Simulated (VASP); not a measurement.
# 2H-WSe2 monolayer and its bilayer, part 2 of 2

What are the lattice, gap and band positions of 2H-WSe2 monolayer, and what does a second sheet change?

VASP 6.6.1, plane waves and PAW; the level of theory is named at each step.

So far, gap on the k-mesh (eV): step 2 (relaxing the monolayer) 1.64; step 5 (the slab in a field, field -0.1) 1.64; step 8 (a rigid stacking) 1.14; step 13 (relaxing the bilayer) 1.29.

## 14. Levels and bands of the bilayer

The same static run as for one sheet shows what the neighbour does to the levels.

File INCAR:

```
SYSTEM = WSe2
PREC = Normal
ENCUT = 350
EDIFF = 1E-06
NELM = 120
ISMEAR = 0
SIGMA = 0.03
LREAL = .FALSE.
ALGO = Fast
GGA = PE
IVDW = 12
NBANDS = 24
LASPH = .TRUE.
LORBIT = 11
LWAVE = .FALSE.
LCHARG = .FALSE.
KPAR = 4
IDIPOL = 3
LDIPOL = .TRUE.
DIPOL = 0.5 0.5 0.5
LVHAR = .TRUE.
LVACPOTAV = .TRUE.
NEDOS = 1500
```

File POSCAR:

```
WSe2
1.0
    3.2786754165      0.0000000000      0.0000000000
   -1.6393377083      2.8394162015      0.0000000000
    0.0000000000      0.0000000000     26.8410221296
W Se
2 4
Direct
    0.3333333300      0.6666666700      0.3806362543
    0.6666666700      0.3333333300      0.6193637457
    0.6666666700      0.3333333300      0.3178981158
    0.6666666700      0.3333333300      0.4433634617
    0.3333333300      0.6666666700      0.5566365383
    0.3333333300      0.6666666700      0.6821018842
```

File KPOINTS:

```
Automatic mesh
0
Gamma
12 12 1
0 0 0
```

File KPOINTS_OPT:

```
Line mode
14
Line-mode
Reciprocal
  0.00000000   0.00000000   0.00000000 GAMMA
  0.50000000   0.00000000   0.00000000 M

  0.50000000   0.00000000   0.00000000 M
  0.33333333   0.33333333   0.00000000 K

  0.33333333   0.33333333   0.00000000 K
  0.00000000   0.00000000   0.00000000 GAMMA
```

PAW data sets: W and Se (PBE family, release 64).

On the command line:

```bash
> mpirun -np 4 vasp_std
```

It took 45 s on 4 MPI ranks of AMD EPYC 7R43, shared host; peak memory 0.86 GiB; 3 min of CPU time.

This step gave:

```yaml
electronic_cycles: 24
fermi_energy: 0.0969 eV
least_gap_on_mesh_and_path: 1.273 eV
least_direct_gap_on_mesh_and_path: 1.621 eV
vacuum_levels: 4.903, 4.903 eV
ionisation_potentials_of_the_upper_and_lower_face: 4.939, 4.939 eV
electron_affinities_of_the_upper_and_lower_face: 3.666, 3.666 eV
```

Electronic bands along the path, in eV, zero at the valence-band top; v1 is the highest filled band, c1 the lowest empty one:

| point | v4 | v3 | v2 | v1 | c1 | c2 | c3 | c4 |
| --- | --- | --- | --- | --- | --- | --- | --- | --- |
| Γ | -1.28 | -1.28 | -0.74 | 0.00 | 2.84 | 2.85 | 2.89 | 2.95 |
| 0.46 of the way | -1.72 | -1.53 | -1.05 | -0.97 | 1.63 | 2.05 | 2.27 | 2.42 |
| M | -1.21 | -1.13 | -1.06 | -0.91 | 2.32 | 2.35 | 2.56 | 2.77 |
| 0.46 of the way | -2.46 | -2.21 | -0.62 | -0.46 | 2.11 | 2.18 | 2.77 | 2.92 |
| K | -2.49 | -2.49 | -0.22 | -0.07 | 1.55 | 1.55 | 2.27 | 2.93 |
| 0.46 of the way | -1.55 | -1.52 | -0.92 | -0.89 | 1.27 | 1.77 | 2.33 | 2.41 |
| Γ | -1.28 | -1.28 | -0.74 | 0.00 | 2.84 | 2.84 | 2.89 | 2.90 |

Of the projections kept (W, Se), the largest for each band there; the rest of the weight can lie on other orbitals:

| point | v4 | v3 | v2 | v1 | c1 | c2 | c3 | c4 |
| --- | --- | --- | --- | --- | --- | --- | --- | --- |
| Γ | W 0.64 | W 0.64 | W 0.82 | W 0.70 | Se 0.56 | Se 0.56 | Se 0.57 | Se 0.60 |
| M | W 0.71 | W 0.75 | Se 0.82 | Se 0.81 | W 0.97 | W 0.97 | W 0.89 | W 0.91 |
| K | Se 0.60 | Se 0.60 | W 0.84 | W 0.82 | W 0.95 | W 0.95 | W 0.74 | W 0.71 |
| Γ | W 0.64 | W 0.64 | W 0.82 | W 0.70 | Se 0.56 | Se 0.56 | Se 0.57 | Se 0.57 |

The planar average of the electrostatic potential oscillates, so the rows of the table below give means over windows of 1 Å about each position, cut where the curve ends. Its maxima inside the range that stand out by 2 % of the span (Å: eV): 9.4: -5.28, 11.0: -5.26, 13.4: 3.69, 15.9: -5.26, 17.5: -5.28. Its minima: 8.6: -10.6, 10.2: -9.09, 11.7: -10.7, 15.1: -10.7, 16.6: -9.09, 18.2: -10.6.

Zero at the Fermi level. The planar average of the electrostatic potential by height; means over each step:

| height (Å) | planar average of the electrostatic potential (eV) |
| --- | --- |
| 0 | 4.81 |
| 1 | 4.81 |
| 2 | 4.81 |
| 3 | 4.81 |
| 4 | 4.81 |
| 5 | 4.80 |
| 6 | 4.77 |
| 7 | 4.01 |
| 8 | -5.09 |
| 9 | -8.46 |
| 10 | -7.93 |
| 11 | -6.91 |
| 12 | -9.42 |
| 13 | 1.60 |
| 14 | 0.0429 |
| 15 | -9.86 |
| 16 | -6.87 |
| 17 | -7.42 |
| 18 | -9.24 |
| 19 | -3.01 |
| 20 | 4.31 |
| 21 | 4.78 |
| 22 | 4.81 |
| 23 | 4.81 |
| 24 | 4.81 |
| 25 | 4.81 |
| 26 | 4.81 |

Density of states in the PAW spheres, an atom over height of the layer and energy from the Fermi level.

Ten even steps from '0' (0.00 states/eV) to '9' (1.24 states/eV), each cell a mean:
```
000000
000000
030030
191191
392293
353353
585585
585585
363363
363363
474474
242242
474474
463364
122221
353353
253352
131131
011110
000000
000000
000000
```
Columns: height of the layer (Å) from 8.5 to 18.3 (not evenly spaced); rows upwards: energy from the Fermi level (eV) from -7.9 to 0.5.

The map of layer states is cut here 0.5 eV above the Fermi level, so it leaves out the states above that.

The vacuum level lies 4.94 eV above the highest filled level at the upper face; both faces agree, as the slab has next to no dipole.

The program found no field-free point at its default tolerance, but its printed level agrees with the flat part of the planar average.

## 15. Series over the interlayer distance, gap between the sheets 2.64

The two sheets are moved rigidly, to map the binding curve.

INCAR, as its differences from that of step 14:

```diff
@@ -20,4 +20 @@
 DIPOL = 0.5 0.5 0.5
-LVHAR = .TRUE.
-LVACPOTAV = .TRUE.
-NEDOS = 1500
```

File POSCAR:

```
WSe2
1.0
    3.2786754165      0.0000000000      0.0000000000
   -1.6393377083      2.8394162015      0.0000000000
    0.0000000000      0.0000000000     26.8410221296
W Se
2 4
Direct
    0.3333333300      0.6666666700      0.3880875354
    0.6666666700      0.3333333300      0.6119124646
    0.6666666700      0.3333333300      0.3253493969
    0.6666666700      0.3333333300      0.4508147428
    0.3333333300      0.6666666700      0.5491852572
    0.3333333300      0.6666666700      0.6746506031
```

KPOINTS is that of step 14.

On the command line:

```bash
> mpirun -np 4 vasp_std
```

Run time: 29 s. Hardware: 4 MPI ranks; peak memory 0.73 GiB.

Numbers from this step:

```
electronic cycles              : 23
free energy (TOTEN)            : -45.61 eV
Fermi energy                   : 0.4369 eV
gap on the k-mesh              : 0.8892 eV
least direct gap on the k-mesh : 1.587 eV
```

Force by atom:

| atom | x (eV/Å) | y (eV/Å) | z (eV/Å) | size |
| --- | --- | --- | --- | --- |
| W1 | 0.000 | 0.000 | -0.100 | 0.100 |
| W2 | 0.000 | 0.000 | 0.100 | 0.100 |
| Se3 | 0.000 | 0.000 | 0.006 | 0.006 |
| Se4 | 0.000 | 0.000 | -0.374 | 0.374 |
| Se5 | 0.000 | 0.000 | 0.374 | 0.374 |
| Se6 | 0.000 | 0.000 | -0.006 | 0.006 |

Energy at zero smearing: -45.61153 eV.

## 16. Series over the interlayer distance, gap between the sheets 2.84

INCAR is that of step 15.

File POSCAR:

```
WSe2
1.0
    3.2786754165      0.0000000000      0.0000000000
   -1.6393377083      2.8394162015      0.0000000000
    0.0000000000      0.0000000000     26.8410221296
W Se
2 4
Direct
    0.3333333300      0.6666666700      0.3843618948
    0.6666666700      0.3333333300      0.6156381052
    0.6666666700      0.3333333300      0.3216237563
    0.6666666700      0.3333333300      0.4470891022
    0.3333333300      0.6666666700      0.5529108978
    0.3333333300      0.6666666700      0.6783762437
```

KPOINTS is that of step 15.

On the command line:

```bash
> mpirun -np 4 vasp_std
```

The job ended after 29 s (4 MPI ranks; peak memory 0.73 GiB; 1.8 min of CPU time).

Energy at zero smearing: -45.67186 eV.

## 17. Series over the interlayer distance, gap between the sheets 3.04

INCAR is that of step 16.

File POSCAR:

```
WSe2
1.0
    3.2786754165      0.0000000000      0.0000000000
   -1.6393377083      2.8394162015      0.0000000000
    0.0000000000      0.0000000000     26.8410221296
W Se
2 4
Direct
    0.3333333300      0.6666666700      0.3806362543
    0.6666666700      0.3333333300      0.6193637457
    0.6666666700      0.3333333300      0.3178981158
    0.6666666700      0.3333333300      0.4433634617
    0.3333333300      0.6666666700      0.5566365383
    0.3333333300      0.6666666700      0.6821018842
```

KPOINTS is that of step 16.

On the command line:

```bash
> mpirun -np 4 vasp_std
```

The job ended after 32 s (4 MPI ranks; peak memory 0.77 GiB; 2.1 min of CPU time).

Energy at zero smearing: -45.68626 eV.

## 18. Series over the interlayer distance, gap between the sheets 3.24

INCAR is that of step 17.

File POSCAR:

```
WSe2
1.0
    3.2786754165      0.0000000000      0.0000000000
   -1.6393377083      2.8394162015      0.0000000000
    0.0000000000      0.0000000000     26.8410221296
W Se
2 4
Direct
    0.3333333300      0.6666666700      0.3769106138
    0.6666666700      0.3333333300      0.6230893862
    0.6666666700      0.3333333300      0.3141724753
    0.6666666700      0.3333333300      0.4396378212
    0.3333333300      0.6666666700      0.5603621788
    0.3333333300      0.6666666700      0.6858275247
```

KPOINTS is that of step 17.

On the command line:

```bash
> mpirun -np 4 vasp_std
```

It took 28 s on 4 MPI ranks; peak memory 0.76 GiB.

Energy at zero smearing: -45.67574 eV.

## 19. Series over the interlayer distance, gap between the sheets 3.54

INCAR is that of step 18.

File POSCAR:

```
WSe2
1.0
    3.2786754165      0.0000000000      0.0000000000
   -1.6393377083      2.8394162015      0.0000000000
    0.0000000000      0.0000000000     26.8410221296
W Se
2 4
Direct
    0.3333333300      0.6666666700      0.3713221530
    0.6666666700      0.3333333300      0.6286778470
    0.6666666700      0.3333333300      0.3085840145
    0.6666666700      0.3333333300      0.4340493604
    0.3333333300      0.6666666700      0.5659506396
    0.3333333300      0.6666666700      0.6914159855
```

KPOINTS is that of step 18.

On the command line:

```bash
> mpirun -np 4 vasp_std
```

It took 28 s on 4 MPI ranks; peak memory 0.75 GiB.

Energy at zero smearing: -45.63907 eV.

## 20. Series over the interlayer distance, gap between the sheets 4.04

INCAR is that of step 19.

File POSCAR:

```
WSe2
1.0
    3.2786754165      0.0000000000      0.0000000000
   -1.6393377083      2.8394162015      0.0000000000
    0.0000000000      0.0000000000     26.8410221296
W Se
2 4
Direct
    0.3333333300      0.6666666700      0.3620080516
    0.6666666700      0.3333333300      0.6379919484
    0.6666666700      0.3333333300      0.2992699131
    0.6666666700      0.3333333300      0.4247352590
    0.3333333300      0.6666666700      0.5752647410
    0.3333333300      0.6666666700      0.7007300869
```

KPOINTS is that of step 19.

On the command line:

```bash
> mpirun -np 4 vasp_std
```

Run time: 27 s. Hardware: 4 MPI ranks; peak memory 0.76 GiB; 1.7 min of CPU time.

Energy at zero smearing: -45.56756 eV.

## 21. Series over the interlayer distance, gap between the sheets 4.64

INCAR is that of step 20.

File POSCAR:

```
WSe2
1.0
    3.2786754165      0.0000000000      0.0000000000
   -1.6393377083      2.8394162015      0.0000000000
    0.0000000000      0.0000000000     26.8410221296
W Se
2 4
Direct
    0.3333333300      0.6666666700      0.3508311300
    0.6666666700      0.3333333300      0.6491688700
    0.6666666700      0.3333333300      0.2880929915
    0.6666666700      0.3333333300      0.4135583374
    0.3333333300      0.6666666700      0.5864416626
    0.3333333300      0.6666666700      0.7119070085
```

KPOINTS is that of step 20.

On the command line:

```bash
> mpirun -np 4 vasp_std
```

It took 27 s on 4 MPI ranks; peak memory 0.75 GiB.

Energy at zero smearing: -45.49843 eV.

## 22. Series over the interlayer distance, gap between the sheets 5.54

INCAR is that of step 21.

File POSCAR:

```
WSe2
1.0
    3.2786754165      0.0000000000      0.0000000000
   -1.6393377083      2.8394162015      0.0000000000
    0.0000000000      0.0000000000     26.8410221296
W Se
2 4
Direct
    0.3333333300      0.6666666700      0.3340657476
    0.6666666700      0.3333333300      0.6659342524
    0.6666666700      0.3333333300      0.2713276091
    0.6666666700      0.3333333300      0.3967929550
    0.3333333300      0.6666666700      0.6032070450
    0.3333333300      0.6666666700      0.7286723909
```

KPOINTS is that of step 21.

On the command line:

```bash
> mpirun -np 4 vasp_std
```

Run time: 29 s. Hardware: 4 MPI ranks; peak memory 0.73 GiB; 1.8 min of CPU time.

Energy at zero smearing: -45.43551 eV.

## 23. Series over the interlayer distance, gap between the sheets 7.04

INCAR is that of step 22.

File POSCAR:

```
WSe2
1.0
    3.2786754165      0.0000000000      0.0000000000
   -1.6393377083      2.8394162015      0.0000000000
    0.0000000000      0.0000000000     26.8410221296
W Se
2 4
Direct
    0.3333333300      0.6666666700      0.3061234436
    0.6666666700      0.3333333300      0.6938765564
    0.6666666700      0.3333333300      0.2433853051
    0.6666666700      0.3333333300      0.3688506510
    0.3333333300      0.6666666700      0.6311493490
    0.3333333300      0.6666666700      0.7566146949
```

KPOINTS is that of step 22.

On the command line:

```bash
> mpirun -np 4 vasp_std
```

Run time: 27 s. Hardware: 4 MPI ranks; peak memory 0.74 GiB; 1.7 min of CPU time.

Energy at zero smearing: -45.39141 eV.

## 24. Bilayer in a field, field -0.3

A field across the bilayer shifts the levels of one sheet against the other.

INCAR, as its differences from that of step 23:

```diff
@@ -20 +20,2 @@
 DIPOL = 0.5 0.5 0.5
+EFIELD = -0.3
```

File POSCAR:

```
WSe2
1.0
    3.2786754165      0.0000000000      0.0000000000
   -1.6393377083      2.8394162015      0.0000000000
    0.0000000000      0.0000000000     26.8410221296
W Se
2 4
Direct
    0.3333333300      0.6666666700      0.3806362543
    0.6666666700      0.3333333300      0.6193637457
    0.6666666700      0.3333333300      0.3178981158
    0.6666666700      0.3333333300      0.4433634617
    0.3333333300      0.6666666700      0.5566365383
    0.3333333300      0.6666666700      0.6821018842
```

KPOINTS is that of step 23.

On the command line:

```bash
> mpirun -np 4 vasp_std
```

The job ended after 35 s (4 MPI ranks; peak memory 0.75 GiB; 2.3 min of CPU time).

This step gave:

- electronic cycles: 25
- free energy (TOTEN): -45.71 eV
- Fermi energy: 0.1236 eV
- dipole moment: 0, 0, -0.1733 e·Å
- gap on the k-mesh: 1.250 eV
- least direct gap on the k-mesh: 1.435 eV

Energy at zero smearing: -45.71223 eV.

## 25. Bilayer in a field, field -0.2

INCAR, as its differences from that of step 24:

```diff
@@ -20,2 +20,2 @@
 DIPOL = 0.5 0.5 0.5
-EFIELD = -0.3
+EFIELD = -0.2
```

POSCAR is that of step 24.

KPOINTS is that of step 24.

On the command line:

```bash
> mpirun -np 4 vasp_std
```

It took 30 s on 4 MPI ranks; peak memory 0.76 GiB; 1.9 min of CPU time.

Energy at zero smearing: -45.69780 eV.

## 26. Bilayer in a field, field -0.1

INCAR, as its differences from that of step 25:

```diff
@@ -20,2 +20,2 @@
 DIPOL = 0.5 0.5 0.5
-EFIELD = -0.2
+EFIELD = -0.1
```

POSCAR is that of step 25.

KPOINTS is that of step 25.

On the command line:

```bash
> mpirun -np 4 vasp_std
```

The job ended after 30 s (4 MPI ranks; peak memory 0.76 GiB; 1.9 min of CPU time).

Energy at zero smearing: -45.68914 eV.

## 27. Bilayer in a field, field -0.05

INCAR, as its differences from that of step 26:

```diff
@@ -20,2 +20,2 @@
 DIPOL = 0.5 0.5 0.5
-EFIELD = -0.1
+EFIELD = -0.05
```

POSCAR is that of step 26.

KPOINTS is that of step 26.

On the command line:

```bash
> mpirun -np 4 vasp_std
```

Elapsed: 29 s, on 4 MPI ranks; peak memory 0.71 GiB.

Energy at zero smearing: -45.68698 eV.

## 28. Bilayer in a field, field 0

INCAR, as its differences from that of step 27:

```diff
@@ -20,2 +20 @@
 DIPOL = 0.5 0.5 0.5
-EFIELD = -0.05
```

POSCAR is that of step 27.

KPOINTS is that of step 27.

On the command line:

```bash
> mpirun -np 4 vasp_std
```

Run time: 27 s. Hardware: 4 MPI ranks; peak memory 0.75 GiB.

Energy at zero smearing: -45.68626 eV.

## 29. Bilayer in a field, field 0.05

INCAR, as its differences from that of step 28:

```diff
@@ -20 +20,2 @@
 DIPOL = 0.5 0.5 0.5
+EFIELD = 0.05
```

POSCAR is that of step 28.

KPOINTS is that of step 28.

On the command line:

```bash
> mpirun -np 4 vasp_std
```

The job ended after 27 s (4 MPI ranks; peak memory 0.73 GiB).

Energy at zero smearing: -45.68697 eV.

## 30. Bilayer in a field, field 0.1

INCAR, as its differences from that of step 29:

```diff
@@ -20,2 +20,2 @@
 DIPOL = 0.5 0.5 0.5
-EFIELD = 0.05
+EFIELD = 0.1
```

POSCAR is that of step 29.

KPOINTS is that of step 29.

On the command line:

```bash
> mpirun -np 4 vasp_std
```

Wall time 28 s (4 MPI ranks); peak memory 0.75 GiB.

Energy at zero smearing: -45.68914 eV.

## 31. Bilayer in a field, field 0.2

INCAR, as its differences from that of step 30:

```diff
@@ -20,2 +20,2 @@
 DIPOL = 0.5 0.5 0.5
-EFIELD = 0.1
+EFIELD = 0.2
```

POSCAR is that of step 30.

KPOINTS is that of step 30.

On the command line:

```bash
> mpirun -np 4 vasp_std
```

The job ended after 23 s (4 MPI ranks; peak memory 0.73 GiB).

Energy at zero smearing: -45.69780 eV.

## 32. Bilayer in a field, field 0.3

INCAR, as its differences from that of step 31:

```diff
@@ -20,2 +20,2 @@
 DIPOL = 0.5 0.5 0.5
-EFIELD = 0.2
+EFIELD = 0.3
```

POSCAR is that of step 31.

KPOINTS is that of step 31.

On the command line:

```bash
> mpirun -np 4 vasp_std
```

Run time: 23 s. Hardware: 4 MPI ranks; peak memory 0.77 GiB; 90 s of CPU time.

The bilayer over the distance of its rigid sheets:

| gap between the sheets (Å) | binding energy (meV/Å²) | band gap on the mesh (eV) |
| --- | --- | --- |
| 2.64 | -27.53 | 0.8892 |
| 2.84 | -34.01 | 1.111 |
| 3.04 | -35.56 | 1.292 |
| 3.24 | -34.43 | 1.398 |
| 3.54 | -30.49 | 1.446 |
| 4.04 | -22.81 | 1.513 |
| 4.64 | -15.38 | 1.569 |
| 5.54 | -8.626 | 1.614 |
| 7.04 | -3.889 | 1.641 |

The bilayer over the field:

| applied field (V/Å) | dipole along z (e Å) | energy change (eV) | band gap on the mesh (eV) |
| --- | --- | --- | --- |
| -0.3 | -0.1733 | -0.02597 | 1.250 |
| -0.2 | -0.1155 | -0.01154 | 1.273 |
| -0.1 | -0.05773 | -0.002885 | 1.287 |
| -0.05 | -0.02886 | -7.21e-4 | 1.291 |
| 0 | 0 | 0 | 1.292 |
| 0.05 | 0.02887 | -7.19e-4 | 1.291 |
| 0.1 | 0.05773 | -0.002885 | 1.287 |
| 0.2 | 0.1155 | -0.01154 | 1.273 |
| 0.3 | 0.1733 | -0.02597 | 1.250 |

Energy at zero smearing: -45.71223 eV.

## 33. Derived quantities

This step: monolayer and bilayer, PBE + D3(BJ); plane waves and PAW (VASP 6.6.1).

This step runs nothing: it gathers the runs above.

Numbers from this step:

```
polarisability per area of the slab or monolayer : 0.4454 Å
gap with spin orbit                              : 1.283 eV
binding energy                                   : -35.56 meV/Å²
interlayer gap                                   : 3.040 Å
bilayer gap                                      : 1.273 eV
bilayer level below vacuum                       : 4.939 eV
lattice a                                        : 3.279 Å
lattice b                                        : 3.279 Å
thickness                                        : 3.371 Å
monolayer gap                                    : 1.640 eV
ionisation potential at the upper face           : 5.060 eV
```

VASP counts both for electrons: a positive EFIELD is a field along -c, and a positive dipole, in electrons times A, points along -c. Field, by row:

| EFIELD (eV/Å) | dipole along z of the monolayer (e Å) | energy change of the monolayer (eV) |
| --- | --- | --- |
| -0.1 | -0.0288 | -0.001441 |
| 0 | 0 | 0 |
| 0.1 | 0.0288 | -0.001441 |

Rigid sheets, 3.1 Å apart. Stackings, by row:

| stacking | energy above the lowest (meV/Å²) |
| --- | --- |
| turned by 180 degrees, shift 0.00 0.00 | 0 |
| same orientation, shift 0.33 0.67 | 0.6987 |
| turned by 180 degrees, shift 0.67 0.33 | 3.535 |
| turned by 180 degrees, shift 0.33 0.67 | 23.45 |
| same orientation, shift 0.00 0.00 | 26.02 |

The polarisability is the slope of the dipole against the field, as a volume for each unit of area.

## 34. Summary of results

| Item | Value |
| --- | --- |
| lattice a | 3.28 Å |
| monolayer gap | 1.64 eV |
| gap with spin orbit | 1.28 eV |
| binding energy | -35.6 meV/Å² |
| interlayer gap | 3.04 Å |
| bilayer gap | 1.27 eV |
| polarisability per area of the slab or monolayer | 0.445 Å |

**Reading.** The monolayer relaxes to a = 3.279 Å and has a gap of 1.64 eV (1.28 eV with spin-orbit coupling). The ionisation potential is 5.06 eV at both faces. Of 5 rigid stackings the lowest has the upper sheet turned by 180 degrees and shifted by (0.00, 0.00) in cell vectors, and the highest lies 26.0 meV/Å² above it. Relaxed, the sheets lie 3.04 Å apart and bind by 35.6 meV/Å². Moved rigidly, the sheets bind by 35.6 meV/Å² at best and by 3.9 at 7.0 Å, while the gap goes from 0.89 eV at the closest distance to 1.64 eV at the widest. In fields of -0.3 and 0.3 eV/Å the bilayer's gap on the mesh is 1.25 and 1.25 eV, against 1.29 eV without a field. The second sheet narrows the gap, to 1.27 eV. All runs are without spin polarisation. The bilayer keeps the monolayer's lattice, and only high-symmetry stackings were tried. Semilocal gaps are too small. Levels against the vacuum, binding and the bilayer's gap are without spin-orbit coupling.

[Lines on the potential files, build, host, timing and source positions are cut from VASP's logs without a mark.]

[Logs are printed without paths, hosts, clocks, repeated set-up lines and the standing remarks that a program may print on its own settings, such as how far it seeks lower states.]

[Hosts, paths, dates, database ids (printed as entryN), source tags and the programs' standing remarks are cut or masked in the printed files.]

[Runs that stopped without an error message from VASP are left out.]
